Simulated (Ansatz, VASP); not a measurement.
# CdSe (Cadmoselite) in two plane-wave programs, part 2 of 2

Aim: how closely do two programs agree when they are given the same cell, functional and k mesh?

VASP 6.6.1 and Ansatz 0.2.0.

So far. Step 3 (VASP: band structure, LDA): Spin-orbit coupling is off here; it would split degenerate levels, and it lifts a valence top of Se p states by about 0.1 eV. The PAW data sets were made with PBE, though LDA sets exist; this is a small mismatch. Step 4 (Side by side): The forces differ by 1.8 meV/Å r.m.s., which is 6.7 % of the r.m.s. force of 0.03 eV/Å (both taken over all components). Among the levels compared at these points, filled levels agree within 23 meV and empty ones within 29 meV.

## (6) VASP: band structure, PBE

Level of this step: PBE; plane waves and PAW (Cd, Se) (VASP).

Levels along a path test the potential and the projectors away from the mesh points.

Input file INCAR:

```
SYSTEM = CdSe
PREC = Accurate
ENCUT = 400
EDIFF = 1E-06
NELM = 100
ISMEAR = 0
SIGMA = 0.02
LREAL = .FALSE.
ALGO = Normal
GGA = PE
NBANDS = 32
LORBIT = 11
LWAVE = .FALSE.
LCHARG = .FALSE.
KPAR = 4
NCORE = 2
```

Input file POSCAR:

```
CdSe
1.0
    4.2990000000      0.0000000000      0.0000000000
   -2.1495000000      3.7230432109      0.0000000000
    0.0000000000      0.0000000000      7.0100000000
Cd Se
2 2
Direct
    0.3333333333      0.6666666667      0.0000000000
    0.6666666667      0.3333333333      0.5000000000
    0.3333333333      0.6666666667      0.3767900000
    0.6666666667      0.3333333333      0.8767900000
```

Input file KPOINTS:

```
Automatic mesh
0
Gamma
4 4 2
0 0 0
```

Input file KPOINTS_OPT:

```
Line mode
16
Line-mode
Reciprocal
  0.00000000   0.00000000   0.00000000 GAMMA
  0.50000000   0.00000000   0.00000000 M

  0.50000000   0.00000000   0.00000000 M
  0.33333333   0.33333333   0.00000000 K

  0.33333333   0.33333333   0.00000000 K
  0.00000000   0.00000000   0.00000000 GAMMA

  0.00000000   0.00000000   0.00000000 GAMMA
  0.00000000   0.00000000   0.50000000 A

  0.00000000   0.00000000   0.50000000 A
  0.50000000   0.00000000   0.50000000 L

  0.50000000   0.00000000   0.50000000 L
  0.33333333   0.33333333   0.50000000 H

  0.33333333   0.33333333   0.50000000 H
  0.00000000   0.00000000   0.50000000 A

  0.50000000   0.00000000   0.50000000 L
  0.50000000   0.00000000   0.00000000 M

  0.33333333   0.33333333   0.00000000 K
  0.33333333   0.33333333   0.50000000 H
```

PAW data sets: Cd and Se (PBE family, release 64).

On the command line:

```console
> mpirun -np 8 vasp_std
```

Numbers of over 12 decimals in the logs are rounded to 6 here.

Output:

```text
[banner, memory and clock lines left out]
running    8 mpi-ranks, on    1 nodes
[...]
LDA part: xc-table for (Slater+PW92), standard interpolation
 POSCAR, INCAR and KPOINTS ok, starting setup
[...]
entering main loop
       N       E                     dE             d eps       ncg     rms          rms(c)
DAV:   1     0.204618161940E+03    0.20462E+03   -0.14636E+04   520   0.828E+02
DAV:   2    -0.197089795378E+01   -0.20659E+03   -0.19832E+03   600   0.241E+02
DAV:   3    -0.115780837834E+02   -0.96072E+01   -0.95624E+01   616   0.532E+01
DAV:   4    -0.116320371511E+02   -0.53953E-01   -0.53949E-01   560   0.388E+00
[...]
DAV:  12    -0.108606598075E+02   -0.39091E-05   -0.47180E-06   616   0.167E-02    0.856E-03
DAV:  13    -0.108606617189E+02   -0.19114E-05   -0.41501E-06   504   0.118E-02    0.205E-03
DAV:  14    -0.108606618566E+02   -0.13774E-06   -0.12256E-07   424   0.191E-03
   1 F= -.10860662E+02 E0= -.10860662E+02  d E =-.155660E-26
 Start KPOINTS_OPT (optional k-point list driver)
k-point batch [1-8\144]
       N       E                     dE             ncg
DAV:   1     0.296643684218E+03   -0.80146E+03      512
DAV:   2    -0.139387356063E+04   -0.16905E+04      600
DAV:   3    -0.147327856062E+04   -0.79405E+02      576
DAV:   4    -0.147375635147E+04   -0.47779E+00      568
DAV:   5    -0.147375946723E+04   -0.31158E-02      592
DAV:   6    -0.147375951047E+04   -0.43239E-04      576
DAV:   7    -0.147375951135E+04   -0.87916E-06      520
[...]
k-point batch [137-144\144]
       N       E                     dE             ncg
DAV:   1     0.166397755105E+03   -0.81240E+04      512
DAV:   2    -0.149436449249E+04   -0.16608E+04      592
DAV:   3    -0.156869491790E+04   -0.74330E+02      616
DAV:   4    -0.156908357565E+04   -0.38866E+00      584
DAV:   5    -0.156908600290E+04   -0.24272E-02      640
DAV:   6    -0.156908603327E+04   -0.30377E-04      576
DAV:   7    -0.156908603377E+04   -0.49958E-06      576
```

Parts of OUTCAR (step 6):

```text
  Total        2.2392682      2.2392682      1.9070468      0.0000000      0.0000000      0.0000000
  in kB       31.9766639     31.9766639     27.2325556      0.0000000      0.0000000      0.0000000
  external PRESSURE =      30.3952945 kB  Pullay stress =       0.0000000 kB

 POSITION                                       TOTAL-FORCE (eV/Angst)
 -----------------------------------------------------------------------------------
     -0.00000      2.48203      0.00000        -0.000000     -0.000000      0.051886
      2.14950      1.24101      3.50500         0.000000      0.000000      0.051886
     -0.00000      2.48203      2.64130        -0.000000      0.000000     -0.051886
      2.14950      1.24101      6.14630         0.000000      0.000000     -0.051886
 -----------------------------------------------------------------------------------
    total drift:                               -0.000000      0.000000     -0.000296

  FREE ENERGIE OF THE ION-ELECTRON SYSTEM (eV)
  ---------------------------------------------------
  free  energy   TOTEN  =       -10.8606618566 eV

  energy  without entropy=      -10.8606618566  energy(sigma->0) =      -10.86066186

[... 2 parts as in an earlier step ...]

[... 1 further part left out ...]
[key lines of the parts left out:]
E-fermi :   1.1296
```

At this level the cell is under a pressure of 3.0 GPa, so at these settings it is away from equilibrium.

## (7) Ansatz: band structure, PBE

The same cell, functional, mesh and smearing now go to Ansatz, which takes its cutoff from its data sets.

Input file input.yaml:

```yaml
crystal:
  lattice:
    - [4.299, 0.0, 0.0]
    - [-2.1495, 3.7230432109, 0.0]
    - [0.0, 0.0, 7.01]
  atoms:
    - { symbol: Cd, position: [0.3333333333, 0.6666666667, 0.0] }
    - { symbol: Cd, position: [0.6666666667, 0.3333333333, 0.5] }
    - { symbol: Se, position: [0.3333333333, 0.6666666667, 0.37679] }
    - { symbol: Se, position: [0.6666666667, 0.3333333333, 0.87679] }
hamiltonian:
  xc: pbe
  pseudopotentials: { kind: paw }
kpoints:
  mp_grid: { grid: [4, 4, 2] }
  band_path:
    path:
      - [0.0, 0.0, 0.0]
      - [0.13333, 0.0, 0.0]
      - [0.3, 0.0, 0.0]
      - [0.46667, 0.0, 0.0]
      - [0.46667, 0.06667, 0.0]
      - [0.41111, 0.17778, 0.0]
      - [0.35556, 0.28889, 0.0]
      - [0.28889, 0.28889, 0.0]
      - [0.17778, 0.17778, 0.0]
      - [0.06667, 0.06667, 0.0]
      - [0.0, 0.0, 0.03333]
      - [0.0, 0.0, 0.2]
      - [0.0, 0.0, 0.36667]
      - [0.0, 0.0, 0.5]
      - [0.16667, 0.0, 0.5]
      - [0.3, 0.0, 0.5]
      - [0.46667, 0.0, 0.5]
      - [0.46667, 0.06667, 0.5]
      - [0.41111, 0.17778, 0.5]
      - [0.35556, 0.28889, 0.5]
      - [0.28889, 0.28889, 0.5]
      - [0.17778, 0.17778, 0.5]
      - [0.06667, 0.06667, 0.5]
      - [0.5, 0.0, 0.46667]
      - [0.5, 0.0, 0.3]
      - [0.5, 0.0, 0.13333]
      - [0.33333, 0.33333, 0.0]
      - [0.33333, 0.33333, 0.16667]
      - [0.33333, 0.33333, 0.33333]
      - [0.33333, 0.33333, 0.5]
    npoints: 1
scf:
  occupations: { method: gaussian, width: 0.02 }
  n_extra_bands: 8
output:
  forces: true
  stress: true
  eigenvalues: true
```

On the command line:

```console
> ansatz run input.yaml --threads 2 --pin off --max-ram 4608MiB --backend cpu --events-out ev --progress --plain --runs-dir out
```

Output:

```text
[...]
Crystal: 4 atoms, lattice volume = 112.198 Å³
Basis set: ecut = 420 eV, 2189 PW (Γ), exchange–correlation on 60×60×96 points (8 copies of the dense FFT grid, shifted against one another)
Bands: 44, of which v1, the nominal top of the filled ones, is band 36 counted from 1 (35 counted from 0)
Symmetry: 12 space group operations
[...]
k-points: 8 of 32
[...]
k-point 0: bands = [... 32 lower, 6.7693, 7.4901, 7.5332, 7.5332, 8.2030, 9.7220, 13.3934, 13.3934, ... 4 higher]
  k-point 1: bands = [... 32 lower, 7.1338, 7.1338, 7.1338, 7.1338, 9.9020, 9.9020, 13.3759, 13.3759, ... 4 higher]
  k-point 2: bands = [... 32 lower, 5.3892, 6.1631, 7.0217, 7.1405, 10.1300, 11.0057, 12.6840, 13.4398, ... 4 higher]
  k-point 7: bands = [... 32 lower, 5.4690, 5.4690, 6.3307, 6.3307, 11.2552, 11.2552, 13.0596, 13.0596, ... 4 higher]
[key lines of the parts left out:]
SCF converged after 6 iterations
Free energy (F): -27449.474565 eV
Fermi energy:    7.868297 eV
P = ⅓ Tr σ = 3.0922 GPa (30.922 kbar)
```

It took 5 s on 2 threads of AMD EPYC 7B13 (Zen 3), shared host; peak memory 0.46 GiB; 7.5 s of CPU time.

## (8) Comparison

What differs besides the data sets and the points named for the pairs above, as far as they apply: VASP leaves aspherical gradient terms in its spheres out (LASPH is not set), Ansatz keeps them. Total energies have different zeros and are not compared.

Both answers:

```tsv
quantity	Ansatz	VASP	difference
pressure (GPa)	3.09	3.04	+0.05
gap over the path points (eV)	0.670	0.667	+0.003
```

Forces (eV/Å; atoms numbered as in POSCAR):

```tsv
atom	Ansatz x, y, z	VASP x, y, z
Cd1	0.000, 0.000, 0.050	0.000, 0.000, 0.052
Cd2	0.000, 0.000, 0.050	0.000, 0.000, 0.052
Se3	0.000, 0.000, -0.050	0.000, 0.000, -0.052
Se4	0.000, 0.000, -0.050	0.000, 0.000, -0.052
```

Levels at points of the path, from each program's valence-band top (eV; 4 filled, then empty):

```tsv
k (reciprocal lattice)	Ansatz	VASP
0.000 0.000 0.000	-0.76 -0.04 0.00 0.00 0.67 2.19 5.86	-0.77 -0.04 0.00 0.00 0.67 2.18 5.84
0.133 0.000 0.000	-1.09 -0.98 -0.17 -0.13 1.71 2.90 5.37	-1.09 -0.99 -0.17 -0.13 1.71 2.90 5.36
0.300 0.000 0.000	-2.50 -1.53 -0.71 -0.51 2.86 3.47 5.13	-2.50 -1.54 -0.71 -0.51 2.86 3.46 5.13
0.467 0.000 0.000	-2.67 -1.86 -1.30 -0.76 3.21 3.33 4.79	-2.68 -1.86 -1.31 -0.76 3.21 3.32 4.78
0.467 0.067 0.000	-2.65 -1.96 -1.35 -0.88 3.36 3.51 4.74	-2.66 -1.96 -1.36 -0.88 3.36 3.49 4.73
0.411 0.178 0.000	-2.72 -2.20 -1.49 -1.32 4.00 4.35 4.52	-2.73 -2.21 -1.50 -1.33 4.00 4.34 4.51
0.356 0.289 0.000	-3.03 -2.02 -1.75 -1.66 4.26 4.65 4.85	-3.04 -2.02 -1.75 -1.67 4.25 4.65 4.86
0.289 0.289 0.000	-2.91 -2.19 -1.59 -1.56 4.33 4.46 4.88	-2.92 -2.20 -1.59 -1.57 4.32 4.46 4.89
0.178 0.178 0.000	-2.55 -1.82 -0.80 -0.71 3.19 4.21 5.15	-2.56 -1.83 -0.80 -0.71 3.19 4.21 5.14
0.067 0.067 0.000	-1.04 -0.82 -0.14 -0.11 1.55 2.77 5.46	-1.04 -0.83 -0.14 -0.11 1.55 2.77 5.45
```

The forces differ by 1.4 meV/Å r.m.s., which is 4.6 % of the r.m.s. force of 0.03 eV/Å (both taken over all components). Among the levels compared at these points, filled levels agree within 10 meV and empty ones within 15 meV. Ansatz's pressure holds a Pulay correction of 0.04 GPa; VASP's holds none.

## (9) Ansatz: band structure, PBE, spin-orbit coupling

The same path points are solved in both programs, so levels can be compared one by one.

Edit input.yaml of step 7 so:

```diff
@@ -12,5 +12,8 @@
   xc: pbe
-  pseudopotentials: { kind: paw }
+  pseudopotentials: { kind: paw_fr }
+magnetization:
+  noncollinear: true
+  spin_orbit: true
 kpoints:
-  mp_grid: { grid: [4, 4, 2] }
+  mp_grid: { grid: [4, 4, 3] }
   band_path:
@@ -50,3 +53,3 @@
   occupations: { method: gaussian, width: 0.02 }
-  n_extra_bands: 8
+  n_extra_bands: 16
 output:
@@ -55 +58,5 @@
   eigenvalues: true
+  write_density: true
+  write_potential: true
+  elf: true
+  volumetric_format: npy
```

Output:

```text
[...]
non-collinear run that drives no moment, with spin-orbit: no starting moment large enough to seed its density (crystal.atoms[].spin), no starting occupations that ask for one, no magnetisation constraint and no magnetic field, so the semilocal B_xc is pinned to zero
Crystal: 4 atoms, lattice volume = 112.198 Å³
[...]
k-point 1: bands = [... 68 lower, 7.2115, 7.2115, 7.4485, 7.4485, 9.5830, 9.5830, 9.8714, 9.8714, ... 12 higher]
  k-point 2: bands = [... 68 lower, 6.9531, 6.9633, 7.1912, 7.2164, 10.1271, 10.1330, 10.9851, 11.0226, ... 12 higher]
  k-point 7: bands = [... 68 lower, 5.8698, 5.9014, 6.5265, 6.5349, 11.1011, 11.1219, 11.7126, 11.7612, ... 12 higher]
[key lines of the parts left out:]
SCF converged after 9 iterations
Magnetization: |M| = 0.0000 μB,  M = (+0.0000, +0.0000, +0.0000) μB
Free energy (F): -27455.184527 eV
Fermi energy:    7.929503 eV
P = ⅓ Tr σ = 3.0910 GPa (30.910 kbar)
```

Elapsed: 26 s, on 2 threads; peak memory 0.88 GiB.

## (10) VASP: band structure, PBE, spin-orbit coupling

The same cell, functional, mesh and smearing now go to VASP, with its own data sets and cutoff.

Edit INCAR of step 6 so:

```diff
@@ -10,3 +10,8 @@
 GGA = PE
-NBANDS = 32
+LNONCOLLINEAR = .TRUE.
+MAGMOM = 0 0 0 0 0 0 0 0 0 0 0 0
+NBANDS = 48
+GGA_COMPAT = .FALSE.
+LASPH = .TRUE.
+LSORBIT = .TRUE.
 LORBIT = 11
```

POSCAR is that of step 6.

Input file KPOINTS:

```
Automatic mesh
0
Gamma
4 4 3
0 0 0
```

KPOINTS_OPT is that of step 6.

On the command line:

```console
> mpirun -np 8 vasp_ncl
```

Output:

```text
[... set-up lines as in an earlier step ...]
 entering main loop
       N       E                     dE             d eps       ncg     rms          rms(c)
DAV:   1     0.217528631251E+03    0.21753E+03   -0.14811E+04  1160   0.110E+03
DAV:   2     0.130421647264E+01   -0.21622E+03   -0.21023E+03  1296   0.306E+02
DAV:   3    -0.116073624346E+02   -0.12912E+02   -0.12842E+02  1360   0.745E+01
DAV:   4    -0.117300904274E+02   -0.12273E+00   -0.12263E+00  1304   0.686E+00
[...]
DAV:  13    -0.109611220096E+02    0.67458E-05   -0.22325E-05  1280   0.370E-02    0.604E-03
DAV:  14    -0.109611230497E+02   -0.10401E-05   -0.54314E-06  1264   0.144E-02    0.354E-03
DAV:  15    -0.109611230830E+02   -0.33323E-07   -0.17377E-07   880   0.382E-03
   1 F= -.10961123E+02 E0= -.10961123E+02  d E =-.503043E-16  mag=    -0.0000     0.0000     0.0000
 Start KPOINTS_OPT (optional k-point list driver)
k-point batch [1-12\144]
       N       E                     dE             ncg
DAV:   1     0.535972646184E+03   -0.20481E+04     1160
DAV:   2    -0.208741366115E+04   -0.26234E+04     1312
DAV:   3    -0.223916300006E+04   -0.15175E+03     1360
DAV:   4    -0.224088222078E+04   -0.17192E+01     1336
DAV:   5    -0.224090342041E+04   -0.21200E-01     1328
DAV:   6    -0.224090388964E+04   -0.46923E-03     1336
DAV:   7    -0.224090390571E+04   -0.16073E-04     1168
DAV:   8    -0.224090390611E+04   -0.40213E-06      952
[...]
k-point batch [133-144\144]
       N       E                     dE             ncg
DAV:   1     0.268786881032E+03   -0.11561E+05     1176
DAV:   2    -0.222236862653E+04   -0.24912E+04     1264
DAV:   3    -0.235655748530E+04   -0.13419E+03     1392
DAV:   4    -0.235776794117E+04   -0.12105E+01     1224
DAV:   5    -0.235777628085E+04   -0.83397E-02     1288
DAV:   6    -0.235777637566E+04   -0.94818E-04     1264
DAV:   7    -0.235777637726E+04   -0.16010E-05     1104
DAV:   8    -0.235777637730E+04   -0.39580E-07      872
```

From OUTCAR (step 10):

```text
  Total        2.2372620      2.2372620      1.9372272      0.0000000      0.0000000      0.0000000
  in kB       31.9480150     31.9480150     27.6635302      0.0000000      0.0000000      0.0000000
  external PRESSURE =      30.5198534 kB  Pullay stress =       0.0000000 kB

 POSITION                                       TOTAL-FORCE (eV/Angst)
 -----------------------------------------------------------------------------------
     -0.00000      2.48203      0.00000        -0.000000      0.000000      0.049599
      2.14950      1.24101      3.50500        -0.000000      0.000000      0.049599
     -0.00000      2.48203      2.64130        -0.000000      0.000000     -0.049599
      2.14950      1.24101      6.14630         0.000000     -0.000000     -0.049599
 -----------------------------------------------------------------------------------
    total drift:                               -0.000000      0.000000     -0.000227

  FREE ENERGIE OF THE ION-ELECTRON SYSTEM (eV)
  ---------------------------------------------------
  free  energy   TOTEN  =       -10.9611230830 eV

  energy  without entropy=      -10.9611230830  energy(sigma->0) =      -10.96112308

 magnetization (x)
# of ion       s       p       d       tot
------------------------------------------
    1        0.000   0.000   0.000   0.000
    2        0.000  -0.000   0.000  -0.000
    3        0.000  -0.000   0.000  -0.000
    4       -0.000   0.000   0.000   0.000
--------------------------------------------------
tot          0.000  -0.000   0.000   0.000

 magnetization (y)
# of ion       s       p       d       tot
------------------------------------------
    1        0.000   0.000   0.000   0.000
    2        0.000  -0.000   0.000  -0.000
    3        0.000   0.000   0.000   0.000
    4        0.000   0.000   0.000   0.000
--------------------------------------------------
tot          0.000  -0.000   0.000  -0.000

 magnetization (z)
# of ion       s       p       d       tot
------------------------------------------
    1        0.000  -0.000   0.000   0.000
    2        0.000  -0.000  -0.000  -0.000
    3       -0.000   0.000   0.000   0.000
    4       -0.000  -0.000   0.000  -0.000
--------------------------------------------------
tot          0.000  -0.000   0.000   0.000

[... 1 part as in an earlier step ...]

[... 2 further parts left out ...]
[key lines of the parts left out:]
E-fermi :   1.2084
```

At this level the cell is under a pressure of 3.1 GPa, so at these settings it is away from equilibrium.

## (11) Comparison

What differs besides the data sets and the points named for the pairs above, as far as they apply: spin-orbit coupling enters by fully relativistic files in Ansatz and inside the spheres in VASP; the data sets hold 72 valence electrons in Ansatz (fully relativistic PAW (standard-fr) files) and 36 in VASP. Total energies have different zeros and are not compared.

Compared:

```tsv
quantity	Ansatz	VASP	difference
pressure (GPa)	3.09	3.05	+0.04
gap over the path points (eV)	0.551	0.549	+0.002
```

Forces (eV/Å; atoms numbered as in POSCAR):

```tsv
atom	Ansatz x, y, z	VASP x, y, z
Cd1	0.000, 0.000, 0.047	0.000, 0.000, 0.050
Cd2	0.000, 0.000, 0.047	0.000, 0.000, 0.050
Se3	0.000, 0.000, -0.047	0.000, 0.000, -0.050
Se4	0.000, 0.000, -0.047	0.000, 0.000, -0.050
```

Levels at points of the path, from each program's valence-band top (eV; 8 filled, then empty):

```tsv
k (reciprocal lattice)	Ansatz	VASP
0.000 0.000 0.000	-0.77 -0.77 -0.38 -0.38 -0.03 -0.03 0.00 0.00 0.55 0.55 2.07 2.07 5.52 5.52	-0.77 -0.77 -0.37 -0.37 -0.03 -0.03 0.00 0.00 0.55 0.55 2.06 2.06 5.52 5.52
0.133 0.000 0.000	-1.24 -1.23 -1.08 -1.07 -0.39 -0.37 -0.17 -0.14 1.58 1.60 2.77 2.80 5.21 5.22	-1.24 -1.24 -1.09 -1.08 -0.39 -0.37 -0.17 -0.14 1.59 1.60 2.77 2.79 5.21 5.21
0.300 0.000 0.000	-2.66 -2.58 -1.66 -1.65 -0.88 -0.87 -0.60 -0.58 2.74 2.74 3.34 3.37 4.97 5.02	-2.67 -2.59 -1.66 -1.65 -0.88 -0.87 -0.60 -0.58 2.74 2.74 3.33 3.36 4.98 5.03
0.467 0.000 0.000	-2.82 -2.79 -1.98 -1.98 -1.45 -1.44 -0.87 -0.86 3.08 3.08 3.22 3.22 4.66 4.67	-2.82 -2.79 -1.98 -1.98 -1.45 -1.45 -0.87 -0.86 3.08 3.08 3.21 3.21 4.66 4.66
0.467 0.067 0.000	-2.80 -2.76 -2.10 -2.06 -1.51 -1.48 -0.98 -0.97 3.22 3.24 3.39 3.40 4.60 4.62	-2.80 -2.76 -2.10 -2.07 -1.51 -1.49 -0.99 -0.97 3.22 3.24 3.38 3.39 4.59 4.62
0.411 0.178 0.000	-2.90 -2.80 -2.37 -2.28 -1.68 -1.61 -1.43 -1.38 3.84 3.89 4.21 4.25 4.39 4.41	-2.90 -2.80 -2.37 -2.28 -1.68 -1.61 -1.44 -1.39 3.85 3.90 4.21 4.25 4.38 4.40
0.356 0.289 0.000	-3.17 -3.14 -2.17 -2.13 -1.93 -1.88 -1.75 -1.72 4.13 4.14 4.43 4.56 4.73 4.79	-3.17 -3.15 -2.17 -2.13 -1.93 -1.89 -1.75 -1.73 4.12 4.13 4.44 4.57 4.74 4.79
0.289 0.289 0.000	-3.05 -3.02 -2.33 -2.31 -1.78 -1.76 -1.62 -1.61 4.20 4.21 4.27 4.37 4.74 4.81	-3.06 -3.03 -2.33 -2.31 -1.78 -1.77 -1.62 -1.62 4.20 4.21 4.28 4.38 4.75 4.82
0.178 0.178 0.000	-2.72 -2.64 -1.95 -1.93 -0.98 -0.98 -0.78 -0.75 3.06 3.07 4.05 4.12 4.99 5.04	-2.73 -2.65 -1.95 -1.94 -0.98 -0.98 -0.78 -0.75 3.06 3.08 4.05 4.12 4.99 5.04
0.067 0.067 0.000	-1.17 -1.17 -0.95 -0.94 -0.36 -0.34 -0.14 -0.12 1.43 1.44 2.64 2.66 5.29 5.30	-1.17 -1.17 -0.95 -0.94 -0.36 -0.34 -0.14 -0.12 1.43 1.45 2.64 2.66 5.29 5.30
```

The forces differ by 1.3 meV/Å r.m.s., which is 4.6 % of the r.m.s. force of 0.03 eV/Å (both taken over all components). Among the levels compared at these points, filled levels agree within 7 meV and empty ones within 13 meV. Ansatz's pressure holds a Pulay correction of 0.03 GPa; VASP's holds none.

## (12) Summary of results

```json
{"difference in gap over the path points (band structure, LDA)": "-0.028 eV", "difference in gap over the path points (band structure, PBE)": "0.0026 eV", "difference in gap over the path points (band structure, PBE, spin-orbit coupling)": "0.0021 eV"}
```

In words: The difference in gap over the path points is -0.028 eV (band structure, LDA), within the 0.08 eV picked in this series as the mark of a large difference. For band structure, LDA, no further run moves any of the tabulated differences by more than a quarter of its size. 2 further runs of this series are not shown here. Such differences can come from data sets, numerical settings and the points named under the comparisons, not from the functional's error against experiment.

[Lines on the potential files, build, host, timing and source positions are cut from VASP's logs without a mark.]

[Logs are printed without paths, hosts, clocks, repeated set-up lines and the standing remarks that a program may print on its own settings, such as how far it seeks lower states.]

[Hosts, paths, dates, database ids (printed as entryN), source tags and the programs' standing remarks are cut or masked in the printed files.]

[VASP's PBE data sets in a run with another functional are called a small mismatch above; for pressures it isn't always small: they can move by 1 GPa and more.]
